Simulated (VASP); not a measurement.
# CdS (Greenockite) (P6_3mc) in VASP: notebook

Aim: see how the results for CdS (Greenockite) move with the level of theory and the settings. Levels: HSE06, PBE. Tasks: single point.

All numbers are computed with VASP 6.6.1; they aren't measurements. Logs are shortened: lines on timing, memory, paths and dates and some standing lists are left out, and cuts for length are marked.

**Measured values to compare with.**

“Isotope dependence of band-gap energy”, 2008, arxiv:0807.2152 quotes, for a bulk crystal of CdS: band gap 2.5809 ± 0.0002 eV.

The runs below are set against these values where they give the same quantity.

## 1. The structure

The structure is hexagonal, space group P6_3mc (No. 186). Conventional cell: a = 4.150 Å, b = 4.150 Å, c = 6.737 Å, α = 90.00°, β = 90.00°, γ = 120.00°. Around Cd (site symmetry 3m) lie 4 S at 2.53 to 2.54 Å. Around S (site symmetry 3m) lie 4 Cd at 2.53 to 2.54 Å.

## 2. Single point, HSE06

Input file POSCAR:

```
CdS
1.0
    4.1500000000      0.0000000000      0.0000000000
   -2.0750000000      3.5940054257      0.0000000000
    0.0000000000      0.0000000000      6.7370000000
Cd S
2 2
Direct
    0.6666666667      0.3333333333      0.5000000000
    0.3333333333      0.6666666667      0.0000000000
    0.6666666667      0.3333333333      0.8750000000
    0.3333333333      0.6666666667      0.3750000000
```

Input file INCAR.step1:

```
PREC = Accurate
ENCUT = 500
EDIFF = 1E-5
ISMEAR = 0
SIGMA = 0.01
LREAL = F
LASPH = T
NELM = 100
ALGO = Normal
ISIF = 2
LWAVE = T
LCHARG = F
NBANDS = 26
NKRED = 1
GGA = PE
```

Input file INCAR.step2:

```
PREC = Accurate
ENCUT = 500
EDIFF = 1E-6
ISMEAR = 0
SIGMA = 0.01
LREAL = F
LASPH = T
NELM = 100
ALGO = Normal
ISIF = 2
LWAVE = F
LCHARG = F
GGA = PE
LHFCALC = T
HFSCREEN = 0.2
PRECFOCK = Fast
NBANDS = 26
NKRED = 1
ISTART = 1
```

Input file KPOINTS:

```
regular mesh
0
Gamma
  4 4 2
```

Potentials or basis: VASP PAW PBE potentials, release 64 (Cd, S).

On the command line:

```bash
$ cat potpaw_PBE.64/Cd/POTCAR potpaw_PBE.64/S/POTCAR > POTCAR
$ cp INCAR.step1 INCAR
$ mpirun -np 1 vasp_std > vasp.out
$ cp INCAR.step2 INCAR
$ mpirun -np 1 vasp_std > vasp.out
```

OUTCAR:

```text
PREC = Accurate
   ENCUT = 500
   EDIFF = 1E-6
   ISMEAR = 0
   LREAL = F
   LASPH = T
   NELM = 100
   ISIF = 2
   GGA = PE
   LHFCALC = T
   HFSCREEN = 0.2
   PRECFOCK = Fast
   NKRED = 1
   ISTART = 1

 Found      8 irreducible k-points:

 Following reciprocal coordinates:
            Coordinates               Weight
  0.000000  0.000000  0.000000      1.000000
  0.250000 -0.000000  0.000000      6.000000
  0.500000 -0.000000  0.000000      3.000000
  0.250000  0.250000  0.000000      6.000000
  0.000000  0.000000  0.500000      1.000000
  0.250000 -0.000000  0.500000      6.000000
   k-points           NKPTS =      8   k-points in BZ     NKDIM =     32   number of bands    NBANDS=     26
   number of dos      NEDOS =    301   number of ions     NIONS =      4
   total plane-waves  NPLWV =  45000
   dimension x,y,z NGX =    30 NGY =   30 NGZ =   50
   dimension x,y,z NGXF=    60 NGYF=   60 NGZF=  100
   ions per type =               2   2
   NGX,Y,Z   is equivalent  to a cutoff of  12.02, 12.02, 12.34 a.u.
   NGXF,Y,Z  is equivalent  to a cutoff of  24.04, 24.04, 24.68 a.u.
 SYSTEM =  unknown system
   PREC   = accura    normal or accurate (medium, high low for compatibility)
   ISTART =      1    job   : 0-new  1-cont  2-samecut
   ICHARG =      0    charge: 1-file 2-atom 10-const
   ISPIN  =      1    spin polarized calculation?
   LNONCOLLINEAR =      F non collinear calculations
   LSORBIT =      F    spin-orbit coupling
   LASPH  =      T    aspherical Exc in radial PAW
   ENCUT  =  500.0 eV  36.75 Ry    6.06 a.u.   7.57  7.57 12.28*2*pi/ulx,y,z
   NELM   =    100;   NELMIN=  2; NELMDL=  0     # of ELM steps
   EDIFF  = 0.1E-05   stopping-criterion for ELM
   LREAL  =      F    real-space projection
   EDIFFG = 0.1E-04   stopping-criterion for IOM
   NSW    =      0    number of steps for IOM
   IBRION =     -1    ionic relax: 0-MD 1-quasi-New 2-CG
   NFREE  =      0    steps in history (QN), initial steepest desc. (CG)
   ISIF   =      2    stress and relaxation
   ISYM   =      3    0-nonsym 1-usesym 2-fastsym
   POTIM  = 0.5000    time-step for ionic-motion
   TEBEG  =    0.0;   TEEND  =   0.0 temperature during run
   PSTRESS=    0.0 pullay stress
   NELECT =      36.0000    total number of electrons
   NUPDOWN=      -1.0000    fix difference up-down
   EMIN   =  10.00;   EMAX   =-10.00  energy-range for DOS
   EFERMI =   0.00;   METHOD = LEGACY
   ISMEAR =     0;   SIGMA  =   0.01  broadening in eV -4-tet -1-fermi 0-gaus
   EFERMI_NEDOS =   21; number of points for ismear=-14 and -15
   IALGO  =     38    algorithm
   IMIX   =      1    mixing-type and parameters
     AMIX     =   0.40;   BMIX     =  1.00
     AMIX_MAG =   1.60;   BMIX_MAG =  1.00
  volume/ion in A,a.u.               =      25.12       169.52
  Fermi-wavevector in a.u.,A,eV,Ry     =   1.162727  2.197236 18.394190  1.351935
  Thomas-Fermi vector in A             =   2.299285
   LORBIT       =      0    0 simple, 1 ext, 2 COOP (PROOUT), +10 PAW based schemes
   GGA     = PE    functional components
   LHFCALC =     T    Hartree Fock is set to
   PRECFOCK=fast      Normal, Fast or Accurate (Low or Medium for compatibility)
   ENCUT4O =  -1.0   cutoff for four orbital integrals eV
   NKREDX  =     1    reduce k-point grid by
   NKREDY  =     1    reduce k-point grid by
   NKREDZ  =     1    reduce k-point grid by
   AEXX    =    0.2500 exact exchange contribution
   HFSCREEN=    0.2000 screening length (either q_TF or 0.3 A-1)
   HFSCREENC=   0.2000 screening length for correlation (either q_TF or 0.3 A-1)
   ENCUTFOCK=  -1.0 apply spherical cutoff to Coloumb kernel
   IVDW    =     0    specifies the selected vdW correction
   LEPSILON=     F    determine dielectric tensor
   LRPA    =     F    only Hartree local field effects (RPA)
 non-spin polarized calculation
 Gauss-broadening in eV      SIGMA  =   0.01
  energy-cutoff  :      500.00
  volume of cell :      100.48
 maximum number of plane-waves:      2567
  NGX = 18; NGY = 18; NGZ = 30

 number of electron      35.9999973 magnetization

 Free energy of the ion-electron system (eV)
  ---------------------------------------------------
  ext. energy  EPLUGINS =         0.00000000
  ---------------------------------------------------
  free energy    TOTEN  =       -15.26192762 eV

  energy without entropy =      -15.26192762  energy(sigma->0) =      -15.26192762

 E-fermi :   0.6077     XC(G=0):  -7.5264

 val. band max:        0.5476966557   @ k =   0.0000   0.0000   0.0000
 cond. band min:       2.7995679254   @ k =   0.0000   0.0000   0.0000
 fundamental gap:      2.2518712697
 Fermi energy:         0.6077123582

 k-point     1 :       0.0000    0.0000    0.0000
  band No.  band energies     occupation
      1     -12.9369      2.00000
      2     -12.4841      2.00000
      3      -8.2595      2.00000
      4      -8.2381      2.00000
      5      -8.2381      2.00000
      6      -8.1515      2.00000
      7      -8.1515      2.00000
      8      -7.8349      2.00000
      9      -7.8349      2.00000
     10      -7.7499      2.00000
     11      -7.7499      2.00000
     12      -7.3731      2.00000
     13      -4.0761      2.00000
     14      -0.2683      2.00000
     15      -0.2683      2.00000
     16       0.5079      2.00000
     17       0.5477      2.00000
     18       0.5477      2.00000
     19       2.7996      0.00000
     20       4.4509      0.00000
     21       8.1958      0.00000
     22       8.1958      0.00000
     23       8.5513      0.00000
     24       9.3834      0.00000
     25       9.3834      0.00000
     26       9.5068      0.00000

 k-point     2 :       0.2500   -0.0000    0.0000
  band No.  band energies     occupation
      1     -12.7344      2.00000
      2     -12.4064      2.00000
      3      -8.1947      2.00000
      4      -8.1725      2.00000
      5      -8.0807      2.00000
      6      -8.0491      2.00000
      7      -8.0228      2.00000
      8      -7.8706      2.00000
      9      -7.8222      2.00000
     10      -7.7991      2.00000
     11      -7.7343      2.00000
     12      -7.2410      2.00000
     13      -3.6792      2.00000
     14      -2.0147      2.00000
     15      -1.4459      2.00000
     16      -0.8969      2.00000
     17       0.0275      2.00000
     18       0.1557      2.00000
     19       4.6094      0.00000
     20       5.6988      0.00000
     21       7.1902      0.00000
     22       8.1053      0.00000
     23       8.7895      0.00000
     24       9.1829      0.00000
     25       9.8114      0.00000
     26      10.2234      0.00000

 k-point     3 :       0.5000   -0.0000    0.0000
  band No.  band energies     occupation
      1     -12.5005      2.00000
      2     -12.3607      2.00000
      3      -8.1498      2.00000
      4      -8.1319      2.00000
      5      -7.9515      2.00000
      6      -7.9455      2.00000
      7      -7.9424      2.00000
      8      -7.8685      2.00000
      9      -7.7686      2.00000
     10      -7.7136      2.00000
     11      -7.4161      2.00000
     12      -7.2540      2.00000
     13      -3.7890      2.00000
     14      -3.1259      2.00000
     15      -2.2514      2.00000
     16      -1.4345      2.00000
     17      -0.8178      2.00000
     18      -0.2322      2.00000
     19       5.4156      0.00000
     20       5.4900      0.00000
     21       6.6570      0.00000
     22       8.2383      0.00000
     23       8.7108      0.00000
     24       9.8781      0.00000
     25      10.1375      0.00000
     26      12.0878      0.00000

 k-point     4 :       0.2500    0.2500    0.0000
  band No.  band energies     occupation
      1     -12.5024      2.00000
      2     -12.3618      2.00000
      3      -8.1669      2.00000
      4      -8.0917      2.00000
      5      -7.9946      2.00000
      6      -7.9649      2.00000
      7      -7.8719      2.00000
      8      -7.8428      2.00000
      9      -7.8035      2.00000
     10      -7.7677      2.00000
     11      -7.5081      2.00000
     12      -7.1320      2.00000
     13      -3.5085      2.00000
     14      -2.9112      2.00000
     15      -2.1397      2.00000
     16      -2.0285      2.00000
     17      -0.8086      2.00000
     18      -0.7491      2.00000
     19       6.2273      0.00000
     20       6.4797      0.00000
     21       6.9570      0.00000
     22       7.7950      0.00000
     23       8.7873      0.00000
     24       9.5553      0.00000
     25       9.6271      0.00000
     26      11.2959      0.00000

 k-point     5 :       0.0000    0.0000    0.5000
  band No.  band energies     occupation
      1     -12.7042      2.00000
      2     -12.7042      2.00000
      3      -8.2012      2.00000
      4      -8.2012      2.00000
      5      -8.2012      2.00000
      6      -8.2012      2.00000
      7      -8.0050      2.00000
      8      -8.0050      2.00000
      9      -7.7870      2.00000
     10      -7.7870      2.00000
     11      -7.7870      2.00000
     12      -7.7870      2.00000
     13      -2.0316      2.00000
     14      -2.0316      2.00000
     15       0.1256      2.00000
     16       0.1256      2.00000
     17       0.1256      2.00000
     18       0.1256      2.00000
     19       4.4967      0.00000
     20       4.4967      0.00000
     21       7.9064      0.00000
     22       7.9064      0.00000
     23       8.5552      0.00000
     24       8.5552      0.00000
     25       8.5552      0.00000
     26       8.5552      0.00000

 k-point     6 :       0.2500   -0.0000    0.5000
  band No.  band energies     occupation
      1     -12.5606      2.00000
      2     -12.5606      2.00000
      3      -8.1355      2.00000
      4      -8.1355      2.00000
      5      -8.1126      2.00000
      6      -8.1126      2.00000
      7      -7.9317      2.00000
      8      -7.9317      2.00000
      9      -7.7795      2.00000
     10      -7.7795      2.00000
     11      -7.6827      2.00000
     12      -7.6827      2.00000
     13      -2.5966      2.00000
     14      -2.5966      2.00000
     15      -0.8435      2.00000
     16      -0.8435      2.00000
     17      -0.3983      2.00000
     18      -0.3983      2.00000
     19       5.4960      0.00000
     20       5.4960      0.00000
     21       7.1057      0.00000
     22       7.1057      0.00000
     23       8.8818      0.00000
     24       8.8818      0.00000
     25       9.5755      0.00000
     26       9.5755      0.00000

 [... further k-points ...]

------------------------ aborting loop because EDIFF is reached ----------------------------------------

  FORCE on cell =-STRESS in cart. coord.  units (eV):
  Direction    XX          YY          ZZ          XY          YZ          ZX
  --------------------------------------------------------------------------------------
  -------------------------------------------------------------------------------------
  Total        0.7074065      0.7074065      0.9470971      0.0000000      0.0000000      0.0000000
  in kB       11.2794065     11.2794065     15.1012090      0.0000000      0.0000000      0.0000000
  external PRESSURE =      12.5533407 kB  Pullay stress =       0.0000000 kB

 VOLUME and BASIS-vectors are now :
 -----------------------------------------------------------------------------
  energy-cutoff  :      500.00
  volume of cell :      100.48
      direct lattice vectors                 reciprocal lattice vectors
     4.150000000  0.000000000  0.000000000     0.240963855  0.139120547  0.000000000
    -2.075000000  3.594005426  0.000000000     0.000000000  0.278241094  0.000000000
     0.000000000  0.000000000  6.737000000     0.000000000  0.000000000  0.148434021

 POSITION                                       TOTAL-FORCE (eV/Angst)
 -----------------------------------------------------------------------------------
      2.07500      1.19800      3.36850         0.000000     -0.000000     -0.062756
     -0.00000      2.39600      0.00000        -0.000000      0.000000     -0.062756
      2.07500      1.19800      5.89487        -0.000000     -0.000000      0.062756
     -0.00000      2.39600      2.52637         0.000000     -0.000000      0.062756
 -----------------------------------------------------------------------------------
    total drift:                               -0.000000     -0.000000     -0.000454

  FREE ENERGIE OF THE ION-ELECTRON SYSTEM (eV)
  ---------------------------------------------------
  free  energy   TOTEN  =       -15.2619276165 eV

  energy  without entropy=      -15.2619276165  energy(sigma->0) =      -15.26192762
```

Wall time 7 min (1 thread of AMD EPYC 9R14 (Zen 4), shared host); peak memory 0.29 GiB.

These settings aren't checked as converged: the numbers below hold their error.

Results:

| Quantity | Value |
| --- | --- |
| Free energy | -15.2619 eV |
| Pressure | 1.3 GPa |
| Largest force | 0.063 eV/Å |
| Band gap on the k mesh | 2.25 eV, direct |

Caveat: the k mesh is coarse (spacing up to 0.47 Å⁻¹), so the values aren't converged, least of all with exact exchange; the PAW data sets were made with another functional, which shifts forces and pressure a little.

(Continued in part 2 of 2.)
